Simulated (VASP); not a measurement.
A run of VASP 6.6.1 is set up as follows.

Contents of INCAR:

```
SYSTEM = Si
ALGO     = Fast           ! electronic algorithm
EDIFF    = 1E-6           ! SCF threshold, eV
ENCUT    = 520            ! plane-wave cutoff, eV
GGA      = PE             ! functional
ISIF     = 2              ! what is computed and relaxed
ISMEAR   = -1             ! smearing method
LASPH    = .TRUE.         ! aspherical terms in the spheres
LCHARG   = .FALSE.        ! write CHGCAR
LREAL    = .FALSE.        ! projectors in reciprocal space
LWAVE    = .FALSE.        ! write WAVECAR
NBANDS   = 11             ! bands
NELM     = 100            ! most SCF steps
PREC     = Accurate       ! precision mode
SIGMA    = 0.03           ! smearing width, eV
```

File KPOINTS:

```
k-points
0
G
  5 5 5
  0 0 0
```

Contents of POSCAR:

```
Si
1.0
    0.0000000000      2.7218511865      2.7218511865
    2.7218511865      0.0000000000      2.7218511865
    2.7218511865      2.7218511865      0.0000000000
Si
2
Direct
    0.5000000000      0.5000000000      0.5000000000
    0.7500000000      0.7500000000      0.7500000000
```

Potentials or basis: VASP PAW PBE potentials, release 64 (Si).

The run is started by

```console
$ cat potpaw_PBE.64/Si/POTCAR > POTCAR
$ mpirun -np 1 vasp_std > vasp.out
```

Problem. Estimate the band gap on the k mesh.

Solution. 0.59 eV, indirect (least direct gap 2.56 eV).

Problem. What does it give for the pressure?

Solution. 1.5 GPa.

Caveat: an odd mesh through Γ misses points on the zone boundary, where band edges often lie.
